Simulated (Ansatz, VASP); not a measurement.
# BPH (zigzag BP ribbon N=2 H edges) in two plane-wave programs, part 2 of 2

Wanted: the spread between two codes on one cell, functional and k mesh. Of the first pair: The structure shown is the start of the Ansatz relaxation below; VASP solves that cell, so the two are compared at the walk's first step.

VASP 6.6.1 and Ansatz 0.2.0.

So far: The starting structure; Ansatz: relaxation, PBE.

## (3) VASP: single point, PBE, start cell, pair 1

Level of this step: PBE, zero-moment start; plane waves and PAW (H, B, P) (VASP).

The same cell, functional, mesh and smearing now go to VASP, with its own data sets.

Lines of VASP's logs that name or quote its potential files are left out, and so is its time.

The input, INCAR:

```
SYSTEM = BPH
PREC = Accurate
ENCUT = 420
EDIFF = 1E-06
NELM = 200
ISMEAR = -1
SIGMA = 0.05
LREAL = .FALSE.
ALGO = Normal
GGA = PE
NBANDS = 18
ISPIN = 2
MAGMOM = 0 -0 -0 -0 0 0
LORBIT = 11
LWAVE = .FALSE.
LCHARG = .FALSE.
ISIF = 2
LASPH = .TRUE.
GGA_COMPAT = .FALSE.
KPAR = 2
```

The input, POSCAR:

```
BPH
1.0
   13.2500000000      0.0000000000      0.0000000000
    0.0000000000      7.0000000000      0.0000000000
    0.0000000000      0.0000000000      3.2216150000
H B P
2 2 2
Direct
    0.2641509434      0.5000000000      0.0000000000
    0.7358490566      0.5000000000      0.0000000000
    0.3509433962      0.5000000000      0.0000000000
    0.5615094340      0.5000000000      0.5000000000
    0.6316981132      0.5000000000      0.0000000000
    0.4211320755      0.5000000000      0.5000000000
```

The input, KPOINTS:

```
Automatic mesh
0
Gamma
1 1 25
0 0 0
```

The projector-augmented-wave data sets are H, B and P (PBE family, release 64).

Started as:

```bash
> mpirun -np 2 vasp_std
```

Numbers of over 12 decimals in the logs are rounded to 6 here.

What it wrote:

```text
[banner, memory and clock lines left out]
running    2 mpi-ranks, on    1 nodes
 distrk:  each k-point on    1 cores,    2 groups
 distr:  one band on    1 cores,    1 groups

 POSCAR found type information on POSCAR H B P
 POSCAR found :  3 types and       6 ions
 LDA part: xc-table for (Slater+PW92), standard interpolation
 POSCAR, INCAR and KPOINTS ok, starting setup
 FFT: planning ... GRIDC
 FFT: planning ... GRID_SOFT
 FFT: planning ... GRID
 WAVECAR not read
 entering main loop
       N       E                     dE             d eps       ncg     rms          rms(c)
DAV:   1     0.853621237197E+02    0.85362E+02   -0.51074E+03   936   0.587E+02
DAV:   2    -0.213576891511E+02   -0.10672E+03   -0.98457E+02  1346   0.127E+02
DAV:   3    -0.328259166152E+02   -0.11468E+02   -0.11367E+02  1200   0.489E+01
DAV:   4    -0.330452973488E+02   -0.21938E+00   -0.21890E+00  1320   0.799E+00
DAV:   5    -0.330523916750E+02   -0.70943E-02   -0.70933E-02  1426   0.137E+00    0.109E+01
DAV:   6    -0.311229973886E+02    0.19294E+01   -0.41955E+00  1198   0.868E+00    0.621E+00
DAV:   7    -0.306086828670E+02    0.51431E+00   -0.10740E+00  1278   0.500E+00    0.207E+00
DAV:   8    -0.305408299808E+02    0.67853E-01   -0.14764E-01  1360   0.165E+00    0.537E-01
DAV:   9    -0.305344295037E+02    0.64005E-02   -0.53762E-03  1284   0.393E-01    0.274E-01
DAV:  10    -0.305312648461E+02    0.31647E-02   -0.23237E-03  1094   0.282E-01    0.112E-01
DAV:  11    -0.305312884191E+02   -0.23573E-04   -0.47082E-04  1042   0.132E-01    0.930E-02
DAV:  12    -0.305317486805E+02   -0.46026E-03   -0.38518E-04  1014   0.979E-02    0.606E-02
DAV:  13    -0.305322459635E+02   -0.49728E-03   -0.11106E-03  1016   0.150E-01    0.434E-02
DAV:  14    -0.305329750705E+02   -0.72911E-03   -0.77996E-05  1176   0.549E-02    0.350E-02
DAV:  15    -0.305341853035E+02   -0.12102E-02   -0.99356E-05  1116   0.537E-02    0.254E-02
DAV:  16    -0.305345361291E+02   -0.35083E-03   -0.18522E-05  1148   0.253E-02    0.216E-02
DAV:  17    -0.305347688339E+02   -0.23270E-03   -0.17581E-05  1132   0.212E-02    0.561E-03
DAV:  18    -0.305348694313E+02   -0.10060E-03   -0.10493E-05  1080   0.144E-02    0.603E-03
DAV:  19    -0.305348912515E+02   -0.21820E-04   -0.79643E-07  1098   0.441E-03    0.342E-03
DAV:  20    -0.305349205742E+02   -0.29323E-04   -0.34160E-06  1060   0.813E-03    0.182E-03
DAV:  21    -0.305349233189E+02   -0.27447E-05   -0.25592E-07  1088   0.241E-03    0.151E-03
DAV:  22    -0.305349258399E+02   -0.25211E-05   -0.17611E-07   854   0.173E-03    0.115E-03
DAV:  23    -0.305349277035E+02   -0.18635E-05   -0.20335E-07   898   0.141E-03    0.146E-03
DAV:  24    -0.305349279448E+02   -0.24136E-06   -0.23734E-08   940   0.621E-04
   1 F= -.30534928E+02 E0= -.30534928E+02  d E =-.566918E-06  mag=     0.0000
```

From OUTCAR (step 3):

```text
ion  position               nearest neighbor table
   1  0.264  0.500  0.000-   3 1.15
   2  0.736  0.500  0.000-   5 1.38
   3  0.351  0.500  0.000-   1 1.15   6 1.86   6 1.86
   4  0.562  0.500  0.500-   6 1.86   5 1.86   5 1.86
   5  0.632  0.500  0.000-   2 1.38   4 1.86   4 1.86
   6  0.421  0.500  0.500-   4 1.86   3 1.86   3 1.86

  LATTYP: Found a simple orthorhombic cell.
 ALAT       =     3.2216150000
 B/A-ratio  =     2.1728232579
 C/A-ratio  =     4.1128440239

 Subroutine GETGRP returns: Found  4 space group operations
 (whereof  4 operations were pure point group operations)

The static configuration has the point symmetry C_2v.

 Found     13 irreducible k-points:

   k-points           NKPTS =     13   k-points in BZ     NKDIM =     13   number of bands    NBANDS=     18

   dimension x,y,z NGX =    90 NGY =   48 NGZ =   24
   dimension x,y,z NGXF=   180 NGYF=   96 NGZF=   48

   ENCUT  =  420.0 eV  30.87 Ry    5.56 a.u.  22.14 11.70  5.38*2*pi/ulx,y,z

   NELECT =      18.0000    total number of electrons

 k-points in reciprocal lattice and weights: Automatic mesh
   0.00000000  0.00000000  0.00000000       0.040
   0.00000000  0.00000000  0.04000000       0.080
   0.00000000  0.00000000  0.08000000       0.080
   0.00000000  0.00000000  0.12000000       0.080
   0.00000000  0.00000000  0.16000000       0.080
   0.00000000  0.00000000  0.20000000       0.080
   0.00000000  0.00000000  0.24000000       0.080
   0.00000000  0.00000000  0.28000000       0.080
   0.00000000  0.00000000  0.32000000       0.080
   0.00000000  0.00000000  0.36000000       0.080
   0.00000000  0.00000000  0.40000000       0.080
   0.00000000  0.00000000  0.44000000       0.080
   0.00000000  0.00000000  0.48000000       0.080

 average (electrostatic) potential at core
       1 -39.1967       2 -41.1873       3 -34.9337       4 -35.3446       5 -91.1675
       6 -90.9447

 E-fermi :  -2.2936

 spin component 1
 k-point     1 :       0.0000    0.0000    0.0000
  band No.  band energies     occupation
    ...
      5      -6.2059      1.00000
      6      -5.8333      1.00000
      7      -5.6955      1.00000
      8      -4.7520      1.00000
      9      -4.7047      1.00000
     10      -0.0336      0.00000
     11       0.5006      0.00000
     12       0.7892      0.00000
     13       1.1422      0.00000
     14       1.5756      0.00000
    ...

 k-point     2 :       0.0000    0.0000    0.0400
  band No.  band energies     occupation
    ...
      5      -6.1864      1.00000
      6      -5.9551      1.00000
      7      -5.6857      1.00000
      8      -4.8523      1.00000
      9      -4.6852      1.00000
     10      -0.0354      0.00000
     11       0.6306      0.00000
     12       0.8060      0.00000
     13       1.1590      0.00000
     14       1.6605      0.00000
    ...

 k-point     3 :       0.0000    0.0000    0.0800
  band No.  band energies     occupation
    ...
      5      -6.2534      1.00000
      6      -6.1280      1.00000
      7      -5.6972      1.00000
      8      -5.1275      1.00000
      9      -4.6268      1.00000
     10      -0.0434      0.00000
     11       0.8516      0.00000
     12       0.9616      0.00000
     13       1.2244      0.00000
     14       1.7977      0.00000
    ...

 k-point     4 :       0.0000    0.0000    0.1200
  band No.  band energies     occupation
    ...
      5      -6.6622      1.00000
      6      -6.0310      1.00000
      7      -5.7407      1.00000
      8      -5.5156      1.00000
      9      -4.5298      1.00000
     10      -0.0664      0.00000
     11       0.9023      0.00000
     12       1.1519      0.00000
     13       1.5990      0.00000
     14       1.9256      0.00000
    ...

 k-point     5 :       0.0000    0.0000    0.1600
  band No.  band energies     occupation
    ...
      5      -7.1199      1.00000
      6      -5.9888      1.00000
      7      -5.8959      1.00000
      8      -5.7801      1.00000
      9      -4.3952      1.00000
     10      -0.1191      0.00000
     11       0.9048      0.00000
     12       1.2524      0.00000
     13       2.0287      0.00000
     14       2.1953      0.00000
    ...

 k-point     6 :       0.0000    0.0000    0.2000
  band No.  band energies     occupation
    ...
      5      -7.5652      1.00000
      6      -6.4292      1.00000
      7      -5.8758      1.00000
      8      -5.7236      1.00000
      9      -4.2242      1.00000
     10      -0.2202      0.00000
     11       0.8439      0.00000
     12       1.4113      0.00000
     13       2.2341      0.00000
     14       2.3538      0.00000
    ...

  Total        1.1337850      0.3471089     -1.1364094      0.0000000      0.0000000      0.0000000
  in kB        6.0793023      1.8611819     -6.0933741      0.0000000      0.0000000      0.0000000
  external PRESSURE =       0.6157034 kB  Pullay stress =       0.0000000 kB

  energy-cutoff  :      420.00
  volume of cell :      298.80
      direct lattice vectors                 reciprocal lattice vectors
    13.250000000  0.000000000  0.000000000     0.075471698  0.000000000  0.000000000
     0.000000000  7.000000000  0.000000000     0.000000000  0.142857143  0.000000000
     0.000000000  0.000000000  3.221615000     0.000000000  0.000000000  0.310403323

 POSITION                                       TOTAL-FORCE (eV/Angst)
 -----------------------------------------------------------------------------------
      3.50000      3.50000      0.00000        -1.181658      0.000000      0.000000
      9.75000      3.50000      0.00000         0.636072      0.000000      0.000000
      4.65000      3.50000      0.00000         1.492080      0.000000      0.000000
      7.44000      3.50000      1.61081         1.116400      0.000000      0.000000
      8.37000      3.50000      0.00000        -1.631814      0.000000      0.000000
      5.58000      3.50000      1.61081        -0.431081      0.000000      0.000000
 -----------------------------------------------------------------------------------
    total drift:                               -0.000256      0.000000      0.000001

  FREE ENERGIE OF THE ION-ELECTRON SYSTEM (eV)
  ---------------------------------------------------
  free  energy   TOTEN  =       -30.5349279448 eV

  energy  without entropy=      -30.5349273779  energy(sigma->0) =      -30.53492766

 total charge
# of ion       s       p       d       tot
------------------------------------------
    1        0.634   0.025   0.000   0.660
    2        0.579   0.026   0.000   0.606
    3        0.727   1.232   0.000   1.959
    4        0.693   1.227   0.000   1.920
    5        0.978   1.644   0.000   2.622
    6        0.990   1.629   0.000   2.619
--------------------------------------------------
tot          4.602   5.784   0.000  10.386

 magnetization (x)
# of ion       s       p       d       tot
------------------------------------------
    1       -0.000   0.000   0.000  -0.000
    2       -0.000   0.000   0.000  -0.000
    3        0.000   0.000   0.000   0.000
    4       -0.000   0.000   0.000  -0.000
    5        0.000   0.000   0.000   0.000
    6       -0.000  -0.000   0.000  -0.000
--------------------------------------------------
tot         -0.000   0.000   0.000  -0.000

[... 4 further parts left out ...]
```

## (4) Side by side

Forces (eV/Å; atoms numbered as in POSCAR):

| atom | Ansatz x, y, z | VASP x, y, z |
| --- | --- | --- |
| H1 | -1.168, 0.000, 0.000 | -1.182, 0.000, 0.000 |
| H2 | 0.664, 0.000, 0.000 | 0.636, 0.000, 0.000 |
| B3 | 1.467, 0.000, 0.000 | 1.492, 0.000, 0.000 |
| B4 | 1.123, 0.000, 0.000 | 1.116, 0.000, 0.000 |
| P5 | -1.648, 0.000, 0.000 | -1.632, 0.000, 0.000 |
| P6 | -0.438, 0.000, 0.000 | -0.431, 0.000, 0.000 |

The forces differ by 10 meV/Å r.m.s., which is 1.5 % of the r.m.s. force of 0.672 eV/Å (both taken over all components). Moments aren't recorded for both runs of this pair, so they may hold unlike magnetic states.

## (5) Ansatz: relaxation, PBE

This run makes the geometry at which the two programs are then compared. The cell compared in this pair holds 299.32 Å³, against 298.80 Å³ for the pair before.

The structure compared here is the end of the Ansatz relaxation.

The input, input.yaml:

```yaml
crystal:
  lattice:
    - [13.25, 0.0, 0.0]
    - [0.0, 7.0, 0.0]
    - [0.0, 0.0, 3.2216145021]
  atoms:
    - { symbol: H, position: [0.264150943, 0.5, 0.0] }
    - { symbol: B, position: [0.350943396, 0.5, 0.0], spin: 0.5 }
    - { symbol: P, position: [0.631698113, 0.5, 0.0], spin: -0.5 }
    - { symbol: H, position: [0.735849057, 0.5, 0.0] }
    - { symbol: P, position: [0.421132075, 0.5, 0.5] }
    - { symbol: B, position: [0.561509434, 0.5, 0.5] }
magnetization:
  spin_polarized: true
kpoints:
  mp_grid: { grid: [1, 1, 25] }
scf:
  occupations: { method: fermi_dirac, width: 0.05 }
hamiltonian:
  xc: pbe
relax:
  cell: { fix: [a, b, alpha, beta, gamma] }
  max_steps: 60
```

Started as:

```bash
> ansatz run input.yaml --threads 4 --pin off --max-ram 16384MiB --backend cpu --events-out ev --progress --plain --runs-dir out
```

What it wrote:

```text
[...]
Crystal: 6 atoms, lattice volume = 298.805 Å³
Basis set: ecut = 420 eV, 5853 PW (Γ), exchange–correlation on 180×96×48 points (8 copies of the dense FFT grid, shifted against one another)
Bands: 16, of which v1, the nominal top of the filled ones, is band 9 counted from 1 (8 counted from 0)
Symmetry: 4 space group operations
[...]
cell:  # Å, volume = 299.3220 Å³
    - [13.25, 0.0, 0.0]
    - [0.0, 7.0, 0.0]
    - [0.0, 0.0, 3.227191]
  atoms:
    - { symbol: H, position: [0.263048, 0.5, 0.0] }
    - { symbol: B, position: [0.353298, 0.5, 0.0] }
    - { symbol: P, position: [0.628649, 0.5, 0.0] }
    - { symbol: H, position: [0.735110, 0.5, 0.0] }
    - { symbol: P, position: [0.421757, 0.5, 0.5] }
    - { symbol: B, position: [0.563420, 0.5, 0.5] }
[key lines of the parts left out:]
SCF converged after 5 iterations
Magnetization: 0.0000 μB (9.0000 up, 9.0000 down)
Free energy (F): -1854.607163 eV
Fermi energy:    -2.058865 eV
P = ⅓ Tr σ = 0.0812 GPa (0.812 kbar)
```

## (6) VASP: single point, PBE, relaxed cell, pair 2

The same cell, functional, mesh and smearing now go to VASP, with its own data sets.

INCAR, as its differences from that of step 3:

```diff
@@ -2,3 +2,3 @@
 PREC = Accurate
-ENCUT = 420
+ENCUT = 500
 EDIFF = 1E-06
```

The input, POSCAR:

```
BPH
1.0
   13.2500000000      0.0000000000      0.0000000000
    0.0000000000      7.0000000000      0.0000000000
    0.0000000000      0.0000000000      3.2271914397
H B P
2 2 2
Direct
    0.2630478031      0.5000000000      0.0000000000
    0.7351098834      0.5000000000      0.0000000000
    0.3532984965      0.5000000000      0.0000000000
    0.5634199348      0.5000000000      0.5000000000
    0.6286494956      0.5000000000      0.0000000000
    0.4217574047      0.5000000000      0.5000000000
```

KPOINTS is that of step 3.

Started as:

```bash
> mpirun -np 2 vasp_std
```

What it wrote:

```text
[... set-up lines as in an earlier step ...]
 entering main loop
       N       E                     dE             d eps       ncg     rms          rms(c)
DAV:   1     0.951058174212E+02    0.95106E+02   -0.55226E+03   936   0.672E+02
DAV:   2    -0.195694809753E+02   -0.11468E+03   -0.10587E+03  1334   0.133E+02
DAV:   3    -0.328196768271E+02   -0.13250E+02   -0.13159E+02  1214   0.523E+01
DAV:   4    -0.330793083804E+02   -0.25963E+00   -0.25905E+00  1324   0.881E+00
[...]
DAV:  22    -0.306126133810E+02   -0.19993E-05   -0.13132E-07   850   0.149E-03    0.268E-04
DAV:  23    -0.306126157839E+02   -0.24029E-05   -0.28691E-07   876   0.166E-03    0.155E-03
DAV:  24    -0.306126160807E+02   -0.29675E-06   -0.26924E-08   942   0.667E-04
   1 F= -.30612616E+02 E0= -.30612616E+02  d E =-.488267E-06  mag=     0.0000
```

OUTCAR, selected parts (step 6):

```text
  Total       -0.1499109      0.3870036     -0.1190114      0.0000000      0.0000000      0.0000000
  in kB       -0.8024263      2.0715093     -0.6370309      0.0000000      0.0000000      0.0000000
  external PRESSURE =       0.2106840 kB  Pullay stress =       0.0000000 kB

 POSITION                                       TOTAL-FORCE (eV/Angst)
 -----------------------------------------------------------------------------------
      3.48538      3.50000      0.00000        -0.009638      0.000000      0.000000
      9.74021      3.50000      0.00000        -0.035509      0.000000      0.000000
      4.68121      3.50000      0.00000         0.020317      0.000000      0.000000
      7.46531      3.50000      1.61360        -0.001071      0.000000      0.000000
      8.32961      3.50000      0.00000         0.024032      0.000000      0.000000
      5.58829      3.50000      1.61360         0.001870      0.000000      0.000000
 -----------------------------------------------------------------------------------
    total drift:                               -0.000003     -0.000000      0.000000

  FREE ENERGIE OF THE ION-ELECTRON SYSTEM (eV)
  ---------------------------------------------------
  free  energy   TOTEN  =       -30.6126160807 eV

  energy  without entropy=      -30.6126155924  energy(sigma->0) =      -30.61261584

 magnetization (x)
# of ion       s       p       d       tot
------------------------------------------
    1        0.000   0.000   0.000   0.000
    2        0.000  -0.000   0.000   0.000
    3       -0.000  -0.000   0.000  -0.000
    4        0.000  -0.000   0.000  -0.000
    5       -0.000  -0.000   0.000  -0.000
    6        0.000   0.000   0.000   0.000
--------------------------------------------------
tot          0.000  -0.000   0.000  -0.000

[... 1 part as in an earlier step ...]

[... 2 further parts left out ...]
[key lines of the parts left out:]
E-fermi :  -2.3666
```

## (7) Comparison

What differs besides the data sets and the points named for the pairs above, as far as they apply: the cutoff is 420 eV in Ansatz and 500 eV in VASP; Ansatz's pressure holds a Pulay correction, VASP's none. Total energies have different zeros and are not compared.

The two programs side by side:

```
      quantity  Ansatz  VASP  difference
pressure (GPa)    0.08  0.02       +0.06
```

At this near-relaxed geometry the largest component of a force difference is 35 meV/Å.

## (8) Outcome

* r.m.s. force difference (single point, PBE, start cell, pair 1): 1.5 % of the r.m.s. force
* difference in pressure (single point, PBE, relaxed cell, pair 2): 0.060 GPa
* r.m.s. force difference (single point, PBE, relaxed cell, pair 2): 11 meV/Å

What this shows: The r.m.s. force difference is 11 meV/Å (single point, PBE, relaxed cell, pair 2), within the 12 meV/Å picked in this series as the mark of a large difference. How closely two codes agree says nothing of how well the functional describes the real material.

[Lines on the potential files, build, host, timing and source positions are cut from VASP's logs without a mark.]

[Logs are printed without paths, hosts, clocks, repeated set-up lines and the standing remarks that a program may print on its own settings, such as how far it seeks lower states.]

[Hosts, paths, dates, database ids (printed as entryN), source tags and the programs' standing remarks are cut or masked in the printed files.]
